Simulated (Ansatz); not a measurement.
# HfO2 (P2_1/c): the host for defect calculations

Before any defect goes in: HfO2 (P2_1/c) at rest, and how it screens a charge.

Program: Ansatz 0.2.0. Level of theory: plane-wave PAW DFT, r2SCAN; relaxation of the host's cell and atoms; PAW set soft_1, in the first sound run; inputs show where later runs differ. Results are calculated unless marked as measured.

## (1) The structure

It takes space group P2_1/c (No. 14, monoclinic). Conventional cell: a = 5.094 Å, b = 5.151 Å, c = 5.276 Å, α = 90.00°, β = 99.56°, γ = 90.00°. Nearest to Hf lie 7 O at 2.03 to 2.24 Å. O has 4 Hf at 2.13 to 2.24 Å nearest. O has 3 Hf at 2.03 to 2.13 Å nearest. Farther neighbours and most contacts between anions are not listed.

## (2) Host cell relaxation

Cell and atoms are relaxed together, until forces and stress fall under their thresholds.

File cell/input.yaml:

```yaml
crystal:
  lattice:
    - [5.094175, 0.0, 0.0]
    - [0.0, 5.1506447, 0.0]
    - [-0.876169, 0.0, 5.2029535]
  atoms:
    - { symbol: Hf, position: [0.27613578, 0.45806468, 0.70790733] }
    - { symbol: Hf, position: [0.72386422, 0.95806468, 0.79209267] }
    - { symbol: Hf, position: [0.72386422, 0.54193532, 0.29209267] }
    - { symbol: Hf, position: [0.27613578, 0.04193532, 0.20790733] }
    - { symbol: O, position: [0.44799782, 0.74252595, 0.97857799] }
    - { symbol: O, position: [0.55200218, 0.24252595, 0.52142201] }
    - { symbol: O, position: [0.55200218, 0.25747405, 0.02142201] }
    - { symbol: O, position: [0.44799782, 0.75747405, 0.47857799] }
    - { symbol: O, position: [0.06836078, 0.33075888, 0.34625278] }
    - { symbol: O, position: [0.93163922, 0.83075888, 0.15374722] }
    - { symbol: O, position: [0.93163922, 0.66924112, 0.65374722] }
    - { symbol: O, position: [0.06836078, 0.16924112, 0.84625278] }
basis:
  ecutwfc: 500
  xc_grid: 2
hamiltonian:
  xc: r2scan
  pseudopotentials: { kind: paw, azcp: { folder: soft_1 } }
kpoints:
  mp_grid: { grid: [6, 6, 6] }
scf:
  occupations: { method: fixed }
  max_iter: 100
relax:
  f_tol: 0.005
  max_steps: 60
  cell: {}
output:
  forces: true
  stress: true
checkpoint:
  write: "../cell.run"
  compress: false
  write_wavefunctions: false
  write_every: 100000
```

Run with:

```sh
$ ansatz run input.yaml --threads 32 --pin off --max-ram 131891MiB --backend cuda --events-out ev --progress --plain --runs-dir out
```

Numbers of over 12 decimals in the logs are rounded to 6 here.

The log of the run:

```text
[... repeated set-up lines and file paths are left out, and long positions are rounded to six places ...]
Engine: ansatz 0.2.0, aarch64-unknown-linux-gnu
Pseudopotentials: kind: paw
Pseudopotential: Hf, paw, valence charge 26, recommended cutoff 500 eV (meta_gga), soft_1/Hf.paw.azcp
Pseudopotential: O, paw, valence charge 6, recommended cutoff 500 eV (meta_gga), soft_1/O.paw.azcp
Functional definition: r2SCAN
  parameter k0 = 0.174
  parameter k1 = 0.065
  parameter a1 = 4.9479
  exchange = r2scan_x(k0 = k0, k1 = k1, a1 = a1)
  correlation = r2scan_c
[...]
Crystal: 12 atoms, lattice volume = 136.517 Å³
Basis set: ecut = 500 eV, 3489 PW (Γ), exchange–correlation on 80×80×80 points (8 copies of the dense FFT grid, shifted against one another)
Bands: 92, of which v1, the nominal top of the filled ones, is band 76 counted from 1 (75 counted from 0)
Symmetry: 4 space group operations
Space group: P21/c (ITA 14), of the structure as read, at distance tolerance 5.1e-5 Å
k-points: 80 of 216
Non-local potential: Hf, projectors of the file, l = 0: 3, l = 1: 2, l = 2: 2, l = 3: 3
Non-local potential: O, projectors of the file, l = 0: 2, l = 1: 2, l = 2: 1
PAW form: soft (Blöchl's): semilocal exchange-correlation on the pseudo side does not see the compensation charge
PAW frozen core: Hf, regenerated for the run's functional (the file was generated under x = pbe(κ = 0.804, μ = 0.219515), c = pbe(β = 0.066725))
PAW frozen core: O, regenerated for the run's functional (the file was generated under x = pbe(κ = 0.804, μ = 0.219515), c = pbe(β = 0.066725))
PAW one-centre angular grid: Hf, 974 points (default); XC on 224 Gauss nodes
PAW one-centre angular grid: O, 302 points (default); XC on 160 Gauss nodes
Initial density: superposition of atomic densities (chi_scale 0.1, normalization cell, long waves kept (reshape's long-wave potential 0.02 eV rms))
Initial wavefunctions: pseudopotential atomic-orbital guess
[...]
Functional: x = r2scan, c = r2scan; τ floored in thin density (d = 2e-4 eV/Å³)
SCF iter   1: F=—  HF=-67509.811983 eV  |Δ(HF+E_count)|=         —  Δρ=8.95e-2  dr2=8.56e0  dr2_τ=6.82e-1  Hψ=20890
preconditioner: auto → Resta (q_TF=auto, 2.778 Å⁻¹)  ε∞=4.5  [insulator: Δε(μ)=3.808 eV  Ē_g=20.262 eV  n_scr=48 (ndim 8)  ℏωp=38.1 eV  f_vac=0.007  ε∞_Penn≈4.5]
SCF iter   2: F=—  HF=-67508.844637 eV  |Δ(HF+E_count)|=   9.67e-1  Δρ=4.52e-2  dr2=2.42e0  dr2_τ=1.63e-1  Hψ=14689
[...]
SCF iter  11: F=-67508.610041 eV  HF=-67508.610041 eV  |Δ(HF+E_count)|=   6.67e-8  Δρ=3.16e-6  dr2=9.65e-9  dr2_τ=1.59e-9  Hψ=25924
SCF 1 converged in 11 iterations: F = -67508.610041 eV  dr2 = 9.65e-9
  greatest PAW one-centre occupation: 0.999 electrons in one spin orbital (limit 2), on the Hf atom at site 1 (counted from 0), in its partial waves of l = 3
relax step   1: F+E_penalty+E_count = -67508.61004110 eV  Δ(F+E_penalty+E_count) = +0.000e0 eV  max|allowed force component| = 8.328e-2 eV/Å  Δτ_max = 0.0000 Å  P = +3.856 GPa  Ω = 136.517 Å³  (11 SCF iters, dr2 threshold 1.00e-7 eV, accepted)
[... the SCF cycles and remarks between the steps are left out from here to the last step ...]
relax step   2: F+E_penalty+E_count = -67508.63164200 eV  Δ(F+E_penalty+E_count) = -2.160e-2 eV  max|allowed force component| = 2.830e-2 eV/Å  Δτ_max = 0.0036 Å  P = -0.763 GPa  Ω = 138.987 Å³  energy of the carried Pulay correction = -1.564e-3 eV  (7 SCF iters, dr2 threshold 1.20e-6 eV, accepted)
relax step   3: F+E_penalty+E_count = -67508.63301022 eV  Δ(F+E_penalty+E_count) = -1.368e-3 eV  max|allowed force component| = 2.207e-2 eV/Å  Δτ_max = 0.0031 Å  P = -0.063 GPa  Ω = 138.565 Å³  energy of the carried Pulay correction = -1.299e-3 eV  (5 SCF iters, dr2 threshold 1.20e-6 eV, accepted)
relax step   4: F+E_penalty+E_count = -67508.63325558 eV  Δ(F+E_penalty+E_count) = -2.454e-4 eV  max|allowed force component| = 7.352e-3 eV/Å  Δτ_max = 0.0014 Å  P = +0.052 GPa  Ω = 138.513 Å³  energy of the carried Pulay correction = -1.267e-3 eV  (5 SCF iters, dr2 threshold 1.24e-7 eV, accepted)
relax step   5: F+E_penalty+E_count = -67508.63340378 eV  Δ(F+E_penalty+E_count) = -1.482e-4 eV  max|allowed force component| = 6.172e-3 eV/Å  Δτ_max = 0.0054 Å  P = +0.030 GPa  Ω = 138.496 Å³  energy of the carried Pulay correction = -1.256e-3 eV  (6 SCF iters, dr2 threshold 2.52e-8 eV, accepted)
relax step   6: F+E_penalty+E_count = -67508.63358462 eV  Δ(F+E_penalty+E_count) = -1.808e-4 eV  max|allowed force component| = 1.846e-3 eV/Å  Δτ_max = 0.0097 Å  P = -0.003 GPa  Ω = 138.457 Å³  energy of the carried Pulay correction = -1.231e-3 eV  (7 SCF iters, dr2 threshold 8.54e-9 eV, accepted)
[...]
iter 1 solved again at ethr=2.71e-8 eV; its pass at ethr=3.10e-3 eV (dr2=4.12e-5 eV) is discarded
SCF iter   1: F=—  HF=-67508.634137 eV  |Δ(HF+E_count)|=         —  Δρ=6.46e-5  dr2=3.37e-7  dr2_τ=1.10e-6  Hψ=46508
[...]
SCF iter   2: F=—  HF=-67508.634750 eV  |Δ(HF+E_count)|=   6.13e-4  Δρ=3.33e-5  dr2=9.86e-8  dr2_τ=4.67e-7  Hψ=12273
SCF iter   3: F=—  HF=-67508.634752 eV  |Δ(HF+E_count)|=   1.89e-6  Δρ=5.43e-6  dr2=7.82e-9  dr2_τ=8.91e-9  Hψ=11358
SCF iter   4: F=—  HF=-67508.634752 eV  |Δ(HF+E_count)|=   2.29e-8  Δρ=1.00e-6  dr2=9.02e-10  dr2_τ=2.58e-10  Hψ=12638
SCF iter   5: F=—  HF=-67508.634752 eV  |Δ(HF+E_count)|=  3.35e-10  Δρ=4.41e-7  dr2=1.49e-10  dr2_τ=6.62e-11  Hψ=13587
SCF iter   6: F=-67508.634752 eV  HF=-67508.634752 eV  |Δ(HF+E_count)|=  2.47e-10  Δρ=2.38e-7  dr2=6.05e-11  dr2_τ=7.27e-12  Hψ=33236
SCF 7 converged in 6 iterations: F = -67508.634752 eV  dr2 = 6.05e-11
relax step   7: F+E_penalty+E_count = -67508.63475212 eV  Δ(F+E_penalty+E_count) = -1.167e-3 eV  max|allowed force component| = 1.858e-3 eV/Å  Δτ_max = 0.0000 Å  P = -0.010 GPa  Ω = 138.457 Å³  stress off target by 2.40e-2 GPa  SCF on the basis re-selected at this cell (its energy is not comparable with the rows above)  (6 SCF iters)
basis re-selected at this cell: Δ(F+E_penalty+E_count) = -1.167e-3 eV, ΔP = -0.008 GPa vs the last step (what re-selecting the basis moved, of the pressure what is left beyond the Pulay correction that the steps carried, after the strain that the cell walked [...]
SCF converged after 6 iterations
Free energy (F): -67508.634752 eV
Harris-Foulkes:  -67508.634752 eV  (|F-HF|=1.46e-11)
Internal energy: -67508.634752 eV  (E = F + TS)
E sigma→0 (E₀):  -67508.634752 eV
Fermi energy:    12.593726 eV
--- Per-component energies (eV) ---
  E_band       = -281.798795
  E_kinetic    = 2982.557633
  E_local      = -29581.005669  (includes V_loc(G=0)·N_el)
  E_nonlocal   = 659.181996
  E_hartree    = 14063.594500
  E_xc         = -1578.985213
  E_vxc        = -1943.338305  (∫ρ·V_xc dr)
  E_paw        = -32213.066501  (= ΣΔE_a)
  E_vpaw       = -633.930830  (= ΣTr[D̂ρ^β])
  E_aug_tail   = 0.002523  (compensation charges beyond the density's cutoff)
  E_vtau       = 107.544835  (kinetic-family band-sum trace: ∫τ·v_τ [+ j·A + Jᵃ·Aᵃ] dr)
  E_ewald      = -21841.944708
  E_core_change = 1.030687  (= ΣΔE_core)
  E_smearing   = -0.000000  (= −TS)
  E_closure    = -0.000000  (closes the sum)
  Σ components = -67508.634752   (vs F -67508.634752, Δ=0.00e0)
--- Forces (eV/Å), atoms counted from 1 ---
  atom   1  Hf     0.00116126    -0.00064628     0.00007925
  atom   2  Hf    -0.00116126    -0.00064628    -0.00007925
  atom   3  Hf    -0.00116126     0.00064628    -0.00007925
  atom   4  Hf     0.00116126     0.00064628     0.00007925
  atom   5  O      0.00005396    -0.00060932    -0.00029508
  atom   6  O     -0.00005396    -0.00060932     0.00029508
  [... 6 more lines of this table ...]
  max |Σ_I F_I| component: 4.34e-19 eV/Å
--- Stress (GPa, compression-positive) ---
       -0.018105       0.000000      -0.008184
        0.000000      -0.000043       0.000000
       -0.008172       0.000000      -0.012551
  P = ⅓ Tr σ = -0.0102 GPa (-0.102 kbar)
--- Band table (eV; the first three rows and the last of 80) ---
  k-point 0: bands = ["-49.3751", "-49.3545", "-49.3513", "-49.3505", "-17.7686", "-17.7371", "-17.7138", "-17.5115", "-17.4375", [... rest cut ...]
  k-point 1: bands = ["-49.3737", "-49.3555", "-49.3513", "-49.3509", "-17.7500", "-17.7080", "-17.6994", "-17.5303", "-17.4590", [... rest cut ...]
--- Relaxed structure (6 steps of the walk, 6 accepted, 1 SCFs on fresh bases) ---
  F+E_penalty+E_count = -67508.63475212 eV   max|allowed force component| = 1.858e-3 eV/Å   (the final SCF, on the basis selected at the relaxed cell)
  cell:  # Å, volume = 138.4568 Å³
    - [5.114725, 0.0, 0.00439096]
    - [0.0, 5.181314, 0.0]
    - [-0.875219, 0.0, 5.223838]
  atoms:
    - { symbol: Hf, position: [0.276177, 0.458173, 0.708261] }
    - { symbol: Hf, position: [0.723823, 0.958173, 0.791739] }
    - { symbol: Hf, position: [0.723823, 0.541827, 0.291739] }
    - { symbol: Hf, position: [0.276177, 0.041827, 0.208261] }
    - { symbol: O, position: [0.447997, 0.742372, 0.978422] }
    - { symbol: O, position: [0.552003, 0.242372, 0.521578] }
  [... 6 more lines of this table ...]
```

Wall time 7.8 s (1 × NVIDIA GB200 with 32 threads of Arm Neoverse V2, shared host); peak memory 1.1 GiB.

Step by step:

```csv
step,energy less that of the first step (eV),largest force component (eV/Å),pressure (GPa),volume (Å³)
1,0.0000,0.0833,3.86,136.52
2,-0.0216,0.0283,-0.76,138.99
3,-0.0230,0.0221,-0.06,138.56
4,-0.0232,0.0074,0.05,138.51
5,-0.0234,0.0062,0.03,138.50
6,-0.0235,0.0018,0.00,138.46
7*,-0.0247,0.0019,-0.01,138.46
```

Relaxation steps marked * repeat the geometry before them on a plane-wave basis chosen anew for their cell, so energy and pressure can jump there.

The run keeps the 4 symmetry operations that it works with, so distortions that break them were not tested.

```csv
cell as run,before,after,change
a (Å),5.094,5.115,+0.4 %
b (Å),5.151,5.181,+0.6 %
c (Å),5.276,5.297,+0.4 %
β (°),99.56,99.46,-0.1 %
volume (Å³/atom),11.38,11.54,+1.4 %
```

The atoms that moved most (Å, as changes of fractional coordinates times the final cell):

```csv
atom,dx,dy,dz,length
O9,0.010,0.014,-0.010,0.020
O10,-0.010,0.014,0.010,0.020
O12,0.010,-0.014,-0.010,0.020
O11,-0.010,-0.014,0.010,0.020
```

This step gave:

* pressure: -0.01023 GPa

The relaxation ends with a largest force component of 0.0019 eV/Å and a pressure of -0.01 GPa.

## (3) Dielectric tensors of the host

The response to a uniform electric field gives the electronic dielectric tensor.

This step: plane-wave PAW DFPT, PBEsol; dielectric tensors, Born charges and zone-centre modes of the host; PAW set soft_1 (Ansatz 0.2.0).

File eps/input.yaml:

```yaml
crystal:
  lattice:
    - [5.1147252449, 0.0, 0.0043909604]
    - [0.0, 5.1813143374, 0.0]
    - [-0.8752188019, 0.0, 5.2238375711]
  atoms:
    - { symbol: Hf, position: [0.2761773384, 0.4581728403, 0.7082614185] }
    - { symbol: Hf, position: [0.7238226616, 0.9581728403, 0.7917385815] }
    - { symbol: Hf, position: [0.7238226616, 0.5418271597, 0.2917385815] }
    - { symbol: Hf, position: [0.2761773384, 0.0418271597, 0.2082614185] }
    - { symbol: O, position: [0.4479969725, 0.7423715742, 0.9784219222] }
    - { symbol: O, position: [0.5520030275, 0.2423715742, 0.5215780778] }
    - { symbol: O, position: [0.5520030275, 0.2576284258, 0.0215780778] }
    - { symbol: O, position: [0.4479969725, 0.7576284258, 0.4784219222] }
    - { symbol: O, position: [0.0699426689, 0.3334753591, 0.3442632163] }
    - { symbol: O, position: [0.9300573311, 0.8334753591, 0.1557367837] }
    - { symbol: O, position: [0.9300573311, 0.6665246409, 0.6557367837] }
    - { symbol: O, position: [0.0699426689, 0.1665246409, 0.8442632163] }
basis:
  ecutwfc: 420
hamiltonian:
  xc: pbesol
  pseudopotentials: { kind: paw, azcp: { folder: soft_1 }, xc_functional: pbe }
kpoints:
  mp_grid: { grid: [5, 5, 5] }
scf:
  occupations: { method: fixed }
  max_iter: 100
phonons:
  method: dfpt
  dielectric: true
  rigid_motions: translations
```

The log of the run:

```text
[...]
Crystal: 12 atoms, lattice volume = 138.457 Å³
Basis set: ecut = 420 eV, 2703 PW (Γ), exchange–correlation on 72×72×72 points (8 copies of the dense FFT grid, shifted against one another)
Bands: 92, of which v1, the nominal top of the filled ones, is band 76 counted from 1 (75 counted from 0)
Symmetry: 4 space group operations
k-points: 63 of 125 (irreducible under 1 space group operation, time reversal used)
[...]
SCF iter   1: F=—  HF=-66907.247310 eV  |Δ(HF+E_count)|=         —  Δρ=9.31e-2  dr2=9.73e0  Hψ=16602
[...]
SCF iter   2: F=—  HF=-66905.007605 eV  |Δ(HF+E_count)|=    2.24e0  Δρ=4.13e-2  dr2=2.20e0  Hψ=11534
[...]
SCF iter  14: F=-66904.251193 eV  HF=-66904.251193 eV  |Δ(HF+E_count)|=  2.91e-11  Δρ=1.45e-7  dr2=2.06e-11  Hψ=42076
SCF 1 converged in 14 iterations: F = -66904.251193 eV  dr2 = 2.06e-11
[...]
the response reads at least the filled bands of the reference SCF and the lowest empty band at each k-point, and that SCF's band table does not vouch for those bands. The notice of the band table in this run's record says why
[...]
NSCF: frozen V_eff on 1 k-points
[...]
concurrent solve slots: 20 of 32 are kept, ahead of what memory takes: no pass of the eigensolver takes more rounds on 20
[...]
DFPT response loops at q = (0, 0, 0) (fractional): preconditioner auto → Resta (q_TF=auto, 2.771 Å⁻¹)  ε∞=3.9 (no band partly filled); β = 1.00, the filter's whole step (`scf.mixing.beta` (0.50) is not read by the response loops at its default; [...]
[...]
DFPT response loops at Γ: preconditioner auto → Resta (q_TF=auto, 2.771 Å⁻¹)  ε∞=3.9 (no band partly filled); β = 1.00, the filter's whole step (`scf.mixing.beta` (0.50) is not read by the response loops at its default; [...]
[...]
SCF 1 converged in 5 iterations: F = -66903.964366 eV  dr2 = 8.75e-8
[...]
SCF converged after 14 iterations
[...]
241.54      1             0.7977
        247.25      1             0.0000
        247.29      1            18.1994
        303.83      1            65.5842
        313.95      1             0.0000
        321.50      1            26.9193
        322.73      1             0.0000
        331.45      1            32.6768
        367.87      1             0.0000
        377.18      1            40.1051
        381.26      1             0.0000
        395.31      1            31.4854
        476.12      1             0.0000
        485.94      1            13.4648
        494.03      1            20.3908
        496.58      1             0.0000
        529.34      1             0.0000
        551.73      1             0.0000
        584.09      1            13.1376
        610.53      1             0.0000
        633.71      1             0.0428
        645.60      1             0.0000
        711.45      1            15.2501
        750.17      1             0.0000
  optical modes at Γ + LO–TO along q̂ = [1.0000, 0.0000, 0.0000]:
      ω (cm⁻¹)  modes    IR ((D/Å)²/amu)
        113.00      1             0.0000
        124.94      1             0.0000
        126.26      1             0.0725
        126.81      1             0.0000
        142.63      1             0.0000
        160.35      1             0.0000
        176.68      1             1.1864
        235.06      1             0.0000
        238.35      1             2.8120
        242.34      1             3.0668
        247.25      1             0.0000
        247.29      1            18.1994
        313.95      1             0.0000
        321.49      1            26.2678
        322.73      1             0.0000
        331.45      1            32.6768
[...]
optical modes at Γ + LO–TO along q̂ = [0.0000, 1.0000, 0.0000]:
      ω (cm⁻¹)  modes    IR ((D/Å)²/amu)
[...]
optical modes at Γ + LO–TO along q̂ = [0.0000, 0.0000, 1.0000]:
      ω (cm⁻¹)  modes    IR ((D/Å)²/amu)
[...]
485.94      1            13.4648
        487.28      1            19.8982
        496.58      1             0.0000
        529.34      1             0.0000
        551.73      1             0.0000
        584.09      1            13.1376
        610.53      1             0.0000
        626.61      1            77.2964
        633.71      1             0.0428
        645.60      1             0.0000
        713.69      1            17.6748
        750.17      1             0.0000
```

Wall time 19 s (1 × NVIDIA GB200 with 32 threads); peak memory 4.5 GiB; 3.6 min of CPU time.

Electronic dielectric tensor:

```
5.04 0.00 0.14
0.00 5.06 0.00
0.14 0.00 4.74
```

Static dielectric tensor:

```
21.35  0.00  1.58
 0.00 19.46  0.00
 1.58  0.00 15.71
```

The principal values of the electronic dielectric tensor are 4.68, 5.06 and 5.09. The principal values of the static dielectric tensor are 15.30, 19.46 and 21.76.

(Continued in part 2 of 2.)

[Logs are printed without paths, hosts, clocks, repeated set-up lines and the standing remarks that a program may print on its own settings, such as how far it seeks lower states.]

[Hosts, paths, dates, database ids (printed as entryN), source tags and the programs' standing remarks are cut or masked in the printed files.]

[Runs of the host that timed out are not shown.]

[For some hosts the program warned that the k-mesh of the response run may be too coarse for force constants and the static dielectric constant; such warnings are not always shown.]
